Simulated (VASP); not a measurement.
# FeO (Wuestite) (Fm-3m) in VASP: a series of runs

Aim: see how the results for FeO (Wuestite) move with the level of theory and the settings. Levels: PW91, r2SCAN. Tasks: relaxation of cell and atoms.

Everything below comes from runs of VASP 6.6.1. Logs are shortened: lines on timing, memory, paths and dates and some standing lists are left out, and cuts for length are marked.

### 1 Starting point

The structure is cubic, space group Fm-3m (No. 225). The conventional cell has a = 4.311 Å, b = 4.311 Å, c = 4.311 Å, α = 90.00°, β = 90.00°, γ = 90.00°. Around Fe (site symmetry m-3m) lie 6 O at 2.16 Å. Around O (site symmetry m-3m) lie 6 Fe at 2.16 Å.

### 2 Relaxation of cell and atoms, PW91, collinear spin, ferromagnetic start

INCAR

```
SYSTEM = FeO
  PREC = Accurate
  ENCUT = 600
  EDIFF = 1E-6
  ISMEAR = -1
  SIGMA = 0.05
  LREAL = .False.
  LASPH = .True.
  NELM = 100
  ALGO = Fast
  ISIF = 3
  LWAVE = .False.
  LCHARG = .False.
  ISPIN = 2
  MAGMOM = 3 0
  LORBIT = 11
  LMAXMIX = 4
  GGA = 91
  IBRION = 2
  NSW = 60
  EDIFFG = -0.02
```

KPOINTS

```
Automatic mesh
0
Gamma
  8 8 8
  0 0 0
```

POSCAR

```
FeO
1.0
    0.0000000000      2.1554000000      2.1554000000
    2.1554000000      0.0000000000      2.1554000000
    2.1554000000      2.1554000000      0.0000000000
Fe O
1 1
Direct
    0.0000000000      0.0000000000      0.0000000000
    0.5000000000      0.5000000000      0.5000000000
```

Potentials or basis: VASP PAW PBE potentials, release 64 (Fe, O).

On the command line:

```
> cat potpaw_PBE.64/Fe/POTCAR potpaw_PBE.64/O/POTCAR > POTCAR
> mpirun -np 1 vasp_std > vasp.out
```

OUTCAR:

```text
SYSTEM = FeO
   PREC = Accurate
   ENCUT = 600
   EDIFF = 1E-6
   ISMEAR = -1
   LREAL = .False.
   LASPH = .True.
   NELM = 100
   ISIF = 3
   ISPIN = 2
   LORBIT = 11
   GGA = 91
   IBRION = 2
   NSW = 60
   EDIFFG = -0.02

 ion  position               nearest neighbor table
   1  0.000  0.000  0.000-   2 2.16   2 2.16   2 2.16   2 2.16   2 2.16   2 2.16
   2  0.500  0.500  0.500-   1 2.16   1 2.16   1 2.16   1 2.16   1 2.16   1 2.16

  LATTYP: Found a face centered cubic cell.
 ALAT       =     4.3108000000

  Lattice vectors:

 A1 = (   0.0000000000,   2.1554000000,   2.1554000000)
 A2 = (   2.1554000000,   0.0000000000,   2.1554000000)
 A3 = (   2.1554000000,   2.1554000000,   0.0000000000)

Analysis of symmetry for initial positions (statically):
=====================================================================
 Subroutine PRICEL returns:
 Original cell was already a primitive cell.

 Routine SETGRP: Setting up the symmetry group for a
 face centered cubic supercell.

 Subroutine GETGRP returns: Found 48 space group operations
 (whereof 48 operations were pure point group operations)
 out of a pool of 48 trial point group operations.

The static configuration has the point symmetry O_h .

Analysis of symmetry for dynamics (positions and initial velocities):
=====================================================================
 Subroutine PRICEL returns:
 Original cell was already a primitive cell.

 Routine SETGRP: Setting up the symmetry group for a
 face centered cubic supercell.

 Subroutine GETGRP returns: Found 48 space group operations
 (whereof 48 operations were pure point group operations)
 out of a pool of 48 trial point group operations.

The dynamic configuration has the point symmetry O_h .

Analysis of structural, dynamic, and magnetic symmetry:
=====================================================================
 Subroutine PRICEL returns:
 Original cell was already a primitive cell.

 Routine SETGRP: Setting up the symmetry group for a
 face centered cubic supercell.

 Subroutine GETGRP returns: Found 48 space group operations
 (whereof 48 operations were pure point group operations)
 out of a pool of 48 trial point group operations.

The overall configuration has the point symmetry O_h .

 Subroutine INISYM returns: Found 48 space group operations
 (whereof 48 operations are pure point group operations),
 and found     1 'primitive' translations

----------------------------------------------------------------------------------------

                                     Primitive cell

  volume of cell :      20.0269

  direct lattice vectors                    reciprocal lattice vectors
     0.000000000  2.155400000  2.155400000    -0.231975503  0.231975503  0.231975503
     2.155400000  0.000000000  2.155400000     0.231975503 -0.231975503  0.231975503
     2.155400000  2.155400000  0.000000000     0.231975503  0.231975503 -0.231975503

  length of vectors
     3.048195912  3.048195912  3.048195912     0.401793358  0.401793358  0.401793358

  position of ions in fractional coordinates (direct lattice)
     0.000000000  0.000000000  0.000000000
     0.500000000  0.500000000  0.500000000

  ion indices of the primitive-cell ions
   primitive index   ion index
                 1           1
                 2           2

----------------------------------------------------------------------------------------

 KPOINTS: Automatic mesh

Automatic generation of k-mesh.
 Grid dimensions read from file:
 generate k-points for:    8    8    8

 Generating k-lattice:

  Cartesian coordinates                     Fractional coordinates (reciprocal lattice)
    -0.028996938  0.028996938  0.028996938     0.125000000  0.000000000  0.000000000
     0.028996938 -0.028996938  0.028996938     0.000000000  0.125000000  0.000000000
     0.028996938  0.028996938 -0.028996938     0.000000000  0.000000000  0.125000000

  Length of vectors
     0.050224170  0.050224170  0.050224170

  Shift w.r.t. Gamma in fractional coordinates (k-lattice)
     0.000000000  0.000000000  0.000000000

 Subroutine IBZKPT returns following result:
 ===========================================

 Found     29 irreducible k-points:

 Following reciprocal coordinates:
            Coordinates               Weight
  0.000000  0.000000  0.000000      1.000000
  0.125000  0.000000  0.000000      8.000000
  0.250000  0.000000  0.000000      8.000000
  0.375000  0.000000  0.000000      8.000000
  0.500000  0.000000  0.000000      4.000000
  0.125000  0.125000  0.000000      6.000000
[... 16 lines left out ...]
  0.500000  0.250000  0.125000     48.000000
 -0.375000  0.250000  0.125000     24.000000
 [... further k-points ...]
   k-points           NKPTS =     29   k-points in BZ     NKDIM =     29   number of bands    NBANDS=     13
   number of dos      NEDOS =    301   number of ions     NIONS =      2
   total plane-waves  NPLWV =  13824
   dimension x,y,z NGX =    24 NGY =   24 NGZ =   24
   dimension x,y,z NGXF=    48 NGYF=   48 NGZF=   48
   ions per type =               1   1
   NGX,Y,Z   is equivalent  to a cutoff of  13.09, 13.09, 13.09 a.u.
   NGXF,Y,Z  is equivalent  to a cutoff of  26.18, 26.18, 26.18 a.u.
 SYSTEM =  FeO
   PREC   = accura    normal or accurate (medium, high low for compatibility)
   ISTART =      0    job   : 0-new  1-cont  2-samecut
   ICHARG =      2    charge: 1-file 2-atom 10-const
   ISPIN  =      2    spin polarized calculation?
   LNONCOLLINEAR =      F non collinear calculations
   LSORBIT =      F    spin-orbit coupling
   LASPH  =      T    aspherical Exc in radial PAW
   ENCUT  =  600.0 eV  44.10 Ry    6.64 a.u.   6.09  6.09  6.09*2*pi/ulx,y,z
   NELM   =    100;   NELMIN=  2; NELMDL= -5     # of ELM steps
   EDIFF  = 0.1E-05   stopping-criterion for ELM
   LREAL  =      F    real-space projection
   EDIFFG = -.2E-01   stopping-criterion for IOM
   NSW    =     60    number of steps for IOM
   IBRION =      2    ionic relax: 0-MD 1-quasi-New 2-CG
   NFREE  =      1    steps in history (QN), initial steepest desc. (CG)
   ISIF   =      3    stress and relaxation
   ISYM   =      2    0-nonsym 1-usesym 2-fastsym
   POTIM  = 0.5000    time-step for ionic-motion
   TEBEG  =    0.0;   TEEND  =   0.0 temperature during run
   PSTRESS=    0.0 pullay stress
   NELECT =      14.0000    total number of electrons
   NUPDOWN=      -1.0000    fix difference up-down
   EMIN   =  10.00;   EMAX   =-10.00  energy-range for DOS
   EFERMI =   0.00;   METHOD = LEGACY
   ISMEAR =    -1;   SIGMA  =   0.05  broadening in eV -4-tet -1-fermi 0-gaus
   EFERMI_NEDOS =   21; number of points for ismear=-14 and -15
   IALGO  =     68    algorithm
   IMIX   =      4    mixing-type and parameters
     AMIX     =   0.40;   BMIX     =  1.00
     AMIX_MAG =   1.60;   BMIX_MAG =  1.00
  volume/ion in A,a.u.               =      10.01        67.57
  Fermi-wavevector in a.u.,A,eV,Ry     =   1.452935  2.745650 28.722187  2.111021
  Thomas-Fermi vector in A             =   2.570260
   LORBIT       =     11    0 simple, 1 ext, 2 COOP (PROOUT), +10 PAW based schemes
   GGA     = 91    functional components
   LHFCALC =     F    Hartree Fock is set to
   AEXX    =    0.0000 exact exchange contribution
   IVDW    =     0    specifies the selected vdW correction
   LEPSILON=     F    determine dielectric tensor
   LRPA    =     F    only Hartree local field effects (RPA)
 conjugate gradient relaxation of ions
 spin polarized calculation
 RMM-DIIS sequential band-by-band and
  energy-cutoff  :      600.00
  volume of cell :       20.03
 maximum number of plane-waves:       692
   NGX = 13   NGY = 13   NGZ = 13

--------------------------------------- Ionic step        1  -------------------------------------------

 number of electron      13.9999999 magnetization       3.9991691

 Free energy of the ion-electron system (eV)
  ---------------------------------------------------
  ext. energy  EPLUGINS =         0.00000000
  ---------------------------------------------------
  free energy    TOTEN  =       -14.85656443 eV

  energy without entropy =      -14.84261098  energy(sigma->0) =      -14.84958771

------------------------ aborting loop because EDIFF is reached ----------------------------------------

  FORCE on cell =-STRESS in cart. coord.  units (eV):
  Direction    XX          YY          ZZ          XY          YZ          ZX
  --------------------------------------------------------------------------------------
  -------------------------------------------------------------------------------------
  Total       -0.0625200     -0.0625200     -0.0625200      0.0000000      0.0000000      0.0000000
  in kB       -5.0016776     -5.0016776     -5.0016776      0.0000000      0.0000000      0.0000000
  external PRESSURE =      -5.0016776 kB  Pullay stress =       0.0000000 kB
[... 57 lines left out ...]
  energy  without entropy=      -14.8427206095  energy(sigma->0) =      -14.84968089

--------------------------------------- Ionic step        3  -------------------------------------------

 number of electron      13.9999998 magnetization       3.9988313

 Free energy of the ion-electron system (eV)
  ---------------------------------------------------
  ext. energy  EPLUGINS =         0.00000000
  ---------------------------------------------------
  free energy    TOTEN  =       -14.85666846 eV

  energy without entropy =      -14.84273982  energy(sigma->0) =      -14.84970414

 E-fermi :   6.0953     XC(G=0): -12.2290

 val. band max:        6.0780411172   @ k =  -0.3750   0.2500   0.0000
 cond. band min:       6.0997706508   @ k =  -0.2500   0.3750   0.1250
 fundamental gap:      0.0217295336
 Fermi energy:         6.0953269904

 spin component 1

 k-point     1 :       0.0000    0.0000    0.0000
  band No.  band energies     occupation
      1     -14.5612      1.00000
      2       2.3239      1.00000
      3       2.3239      1.00000
      4       2.3239      1.00000
      5       2.3574      1.00000
      6       2.3574      1.00000
      7       2.3574      1.00000
      8       2.6009      1.00000
      9       2.6009      1.00000
     10       6.3403      0.00740
     11      21.7039      0.00000
     12      23.2360      0.00000
     13      23.2360      0.00000
[... 353 lines left out ...]
 k-point    24 :      -0.3750    0.2500    0.1250
  band No.  band energies     occupation
      1     -13.3457      1.00000
      2      -1.8811      1.00000
      3      -0.5323      1.00000
      4      -0.2703      1.00000
      5       2.9979      1.00000
      6       3.1679      1.00000
      7       3.6090      1.00000
      8       4.5930      1.00000
      9       5.3158      1.00000
     10      12.4924      0.00000
     11      14.2512      0.00000
     12      16.4124      0.00000
     13      19.3064      0.00000

 [... further k-points ...]

 spin component 2

 k-point     1 :       0.0000    0.0000    0.0000
  band No.  band energies     occupation
      1     -14.0151      1.00000
      2       2.9021      1.00000
      3       2.9021      1.00000
      4       2.9021      1.00000
      5       5.3526      1.00000
      6       5.3527      1.00000
      7       5.3527      1.00000
      8       6.2245      0.07018
      9       6.2247      0.06996
     10       7.0831      0.00000
     11      21.7100      0.00000
     12      24.1716      0.00000
     13      24.1716      0.00000
[... 397 lines left out ...]
  FREE ENERGIE OF THE ION-ELECTRON SYSTEM (eV)
  ---------------------------------------------------
  free  energy   TOTEN  =       -14.8566684642 eV

  energy  without entropy=      -14.8427398169  energy(sigma->0) =      -14.84970414

 reached required accuracy - stopping structural energy minimisation

 total charge

# of ion       s       p       d       tot
------------------------------------------
    1        0.287   0.359   6.100   6.746
    2        1.550   3.442   0.000   4.991
--------------------------------------------------
tot          1.837   3.800   6.100  11.737

 magnetization (x)

# of ion       s       p       d       tot
------------------------------------------
    1        0.025   0.020   3.556   3.601
    2        0.029   0.277   0.000   0.307
--------------------------------------------------
tot          0.054   0.298   3.556   3.908
```

Run time: 59 s. Hardware: 1 thread of Intel Xeon Platinum 8259CL at 2.50GHz (Skylake/Cascade Lake), shared host; peak memory 0.16 GiB.

What came out:

* Free energy: -14.8567 eV
* Relaxed volume: 9.98 Å³/atom
* Relaxed cell: a = 3.045 Å, b = 3.045 Å, c = 3.045 Å, α = 60.00°, β = 60.00°, γ = 60.00°
* Space group after relaxing (to 0.05 Å): Fm-3m (No. 225)
* Energy gained by relaxing: 0.1 meV/atom
* Ionic steps: 3
* Pressure after relaxing: 0.0 GPa
* Band gap on the k mesh: none (metal or under the smearing width)
* Net moment: 4.00 μB per cell
* Site moments: Fe +3.60; O +0.31 μB
* Valence electrons inside the program's atomic spheres: Fe 6.75; O 4.99

The path:
| step | energy change (eV) | largest force (eV/Å) | pressure (GPa) | volume (Å³) |
| --- | --- | --- | --- | --- |
| 1 | 0.0000 | 0.0000 | -0.50 | 20.03 |
| 2 | -0.0001 | 0.0000 | 0.36 | 19.94 |
| 3 | -0.0001 | 0.0000 | -0.01 | 19.97 |

Final structure:
```
Fe O
1.0
     0.00000    2.15319    2.15319
     2.15319    0.00000    2.15319
     2.15319    2.15319    0.00000
Fe O
1 1
Direct
  0.00000 0.00000 0.00000
  0.50000 0.50000 0.50000
```

Caveat: the PAW data sets were made with another functional, which shifts forces and pressure a little; a cell with one magnetic atom can't hold antiferromagnetic order, which such compounds often take; semilocal functionals often make such compounds metallic where correlation or magnetic order opens a gap, which also shifts bond lengths. With open d or f shells a metallic result of PW91 can be an artefact of self-interaction; +U or a hybrid may open a gap.

### 3 Relaxation of cell and atoms, r2SCAN, collinear spin, ferromagnetic start

Changes to INCAR since step 2:

```diff
@@ -9,3 +9,3 @@
   NELM = 100
-  ALGO = Fast
+  ALGO = Normal
   ISIF = 3
@@ -17,3 +17,4 @@
   LMAXMIX = 4
-  GGA = 91
+  METAGGA = R2SCAN
+  LMIXTAU = .True.
   IBRION = 2
```

KPOINTS is that of step 2.

POSCAR is that of step 2.

Potentials or basis: VASP PAW PBE potentials, release 64 (Fe, O).

On the command line:

```
> cat potpaw_PBE.64/Fe/POTCAR potpaw_PBE.64/O/POTCAR > POTCAR
> mpirun -np 1 vasp_std > vasp.out
```

Wall time 99 s (1 thread of Intel Xeon Platinum 8259CL at 2.50GHz (Skylake/Cascade Lake), shared host); peak memory 0.17 GiB.

It converged, with:

```yaml
Free_energy: -22.8309 eV
Relaxed_volume: 9.70 Å³/atom
Relaxed_cell: a = 3.016 Å, b = 3.016 Å, c = 3.016 Å, α = 60.00°, β = 60.00°, γ = 60.00°
Space_group_after_relaxing_to_0.05_Å: Fm-3m (No. 225)
Energy_gained_by_relaxing: 6.2 meV/atom
Ionic_steps: 3
Pressure_after_relaxing: 0.0 GPa
Band_gap_on_the_k_mesh: none (metal or under the smearing width)
Net_moment: 4.00 μB per cell
Site_moments: Fe +3.68; O +0.29 μB
Valence_electrons_inside_the_program's_atomic_spheres: Fe 6.76; O 5.05
```

Step by step:
```csv
step,energy change (eV),largest force (eV/Å),pressure (GPa),volume (Å³)
1,0.0000,0.0000,-6.19,20.03
2,-0.0045,0.0000,5.51,18.93
3,-0.0125,0.0000,-0.01,19.40
```

Final structure:
```
CELL_PARAMETERS angstrom
0.00000 2.13276 2.13276
2.13276 0.00000 2.13276
2.13276 2.13276 0.00000
ATOMIC_POSITIONS crystal
Fe 0.00000 0.00000 0.00000
O 0.50000 0.50000 0.50000
```

Levels at points of the mesh, in eV from the Fermi level:
Spin up:
| k point | band 6 | band 7 | band 8 | band 9 | band 10 | band 11 | band 12 | band 13 |
| --- | --- | --- | --- | --- | --- | --- | --- | --- |
| (0.00, 0.00, 0.00) | -4.83 | -4.65 | -4.65 | -4.65 | 0.13 | 15.80 | 17.35 | 17.35 |
| (0.50, 0.00, 0.00) | -4.13 | -3.47 | -1.16 | -1.16 | 4.18 | 8.89 | 12.98 | 12.98 |
| (0.50, 0.50, 0.00) | -4.44 | -3.90 | -3.85 | -3.85 | 5.51 | 9.15 | 10.79 | 15.47 |
Spin down:
```tsv
k point	band 1	band 2	band 3	band 4	band 5	band 6	band 7	band 8	band 9	band 10
(0.00, 0.00, 0.00)	-22.06	-3.97	-3.97	-3.97	-0.82	-0.82	-0.82	0.55	0.55	1.24
(0.50, 0.00, 0.00)	-20.80	-8.93	-5.90	-5.90	0.43	0.43	0.63	3.29	3.29	4.82
(0.50, 0.50, 0.00)	-20.80	-7.81	-5.23	-5.23	-2.31	0.79	0.79	1.16	1.64	7.25
```

Caveat: the PAW data sets were made with another functional, which shifts forces and pressure a little; a cell with one magnetic atom can't hold antiferromagnetic order, which such compounds often take; semilocal functionals often make such compounds metallic where correlation or magnetic order opens a gap, which also shifts bond lengths.

### 4 The reference run

An earlier run on the cell as given: functional PBE; potentials or basis VASP PAW PBE potentials, release 64 (Fe, O); cutoff 520 eV; k mesh 11 × 11 × 11; occupations fermi-dirac, width 0.05 eV; collinear spin, ferromagnetic start; starting moments [3.0, 0.0] μB.

* Pressure: -0.1 GPa
* Band gap on the k mesh: none (metal or under the smearing width)
* Net moment: 4.00 μB per cell
* Site moments: Fe +3.62; O +0.30 μB
* Valence electrons inside the program's atomic spheres: Fe 6.73; O 4.99

### 5 Overview

```tsv
task	level	cell	k mesh	cutoff (eV)	gap on the mesh (eV)	pressure (GPa)	moment (μB)	relaxed volume (Å³/atom)
relaxation of cell and atoms	PW91	relaxed	8 × 8 × 8	600	none	0.0	4.00	9.98
relaxation of cell and atoms	r2SCAN	relaxed	8 × 8 × 8	600	none	0.0	4.00	9.70
single point	PBE	as given	11 × 11 × 11	520	none	-0.1	4.00	-
```

Alike in all rows: potentials or basis VASP PAW PBE potentials, release 64 (Fe, O); spin collinear, ferromagnetic start; smearing fermi-dirac 0.05 eV.

Caveats: a cell with one magnetic atom can't hold antiferromagnetic order, which such compounds often take; semilocal functionals often make such compounds metallic where correlation or magnetic order opens a gap, which also shifts bond lengths; the PAW data sets were made with another functional, which shifts forces and pressure a little (some runs).

Total energies depend on the potentials used, so only differences within one code and one set of settings carry meaning.
